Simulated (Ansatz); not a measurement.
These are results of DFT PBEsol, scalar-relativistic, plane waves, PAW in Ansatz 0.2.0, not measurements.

Settings: cutoff 420 eV, Γ-centred mesh 14×14×10 on the computed 4-atom cell, Gaussian smearing of 0.10 eV; no spin polarisation.

Structure with the computed forces (eV/Å) in the last three columns:

```xyz
4
Lattice="1.4126 -5.1553 0.0000 1.4126 5.1553 0.0000 0.0000 0.0000 4.3624" Properties=species:S:1:pos:R:3:forces:R:3 pbc="T T T" pressure_GPa=7.02
Mg    1.4126   -3.4202    3.2718    0.0000    0.3060    0.0000
Mg    1.4126    3.4202    1.0906    0.0000   -0.3060    0.0000
Si    1.4126    0.5940    1.0906    0.0000    0.8280    0.0000
Si    1.4126   -0.5940    3.2718    0.0000   -0.8280    0.0000
```

Stress tensor (GPa, compression positive):

```
7.53 0.00 0.00
0.00 7.65 0.00
0.00 0.00 5.87
```